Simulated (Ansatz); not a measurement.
**SiO2 (Fm-3m): G0W0 and the starting functional**

```cif
data_structure
_symmetry_space_group_name_H-M 'P 1'
_symmetry_Int_Tables_number 1
_cell_length_a 3.1047
_cell_length_b 3.1047
_cell_length_c 3.1047
_cell_angle_alpha 60.000
_cell_angle_beta 60.000
_cell_angle_gamma 60.000
_cell_volume 21.16
loop_
_atom_site_label
_atom_site_type_symbol
_atom_site_fract_x
_atom_site_fract_y
_atom_site_fract_z
_atom_site_occupancy
Si1 Si 0.00000 0.00000 0.00000 1
O1 O 0.25000 0.25000 0.25000 1
O2 O 0.75000 0.75000 0.75000 1
```

Held fixed (Ansatz):

| Item | Value |
| --- | --- |
| datasets | hard PAW set made for 700 eV |
| k mesh | 4×4×4 |
| empty bands | 136 |
| response cutoff | 200 eV |
| frequencies | contour deformation |
| q → 0 term | analytic weight of Carrier, Rohra and Görling |
| band sums | cut at the band count |

The gap is read direct at k = (0, -0.5, -0.5), linearised, between the Kohn-Sham band edges among the points solved. ε∞ is the electronic dielectric constant on this mesh. Wave cutoffs: 700, 700 eV in the order of the table.

(1) The orbitals come from PBE, r²SCAN in turn. Does G0W0 narrow the spread of the gaps between these starts?

Answers

(1) The Kohn-Sham gaps spread over 0.67 eV and the G0W0 gaps over 0.23 eV, so the dependence on the start shrinks but stays.

| orbitals | KS gap (eV) | G0W0 gap (eV) | ε∞ |
| --- | --- | --- | --- |
| PBE | 2.15 | 3.85 | 3.9 |
| r²SCAN | 2.82 | 4.07 | 3.5 |

The cell is a model at fixed atoms and needn't be the relaxed known crystal. The PAW or pseudopotential files were made with PBE. Points k are given in fractions of the reciprocal vectors. The mesh is coarse, so these are values at the stated settings, not converged ones. Band sums or response are cut, so the gap isn't at its basis limit. The gap is read on the mesh, and the crystal's band edges can lie off it. With r²SCAN or HSE06 the Kohn-Sham levels are generalised ones.
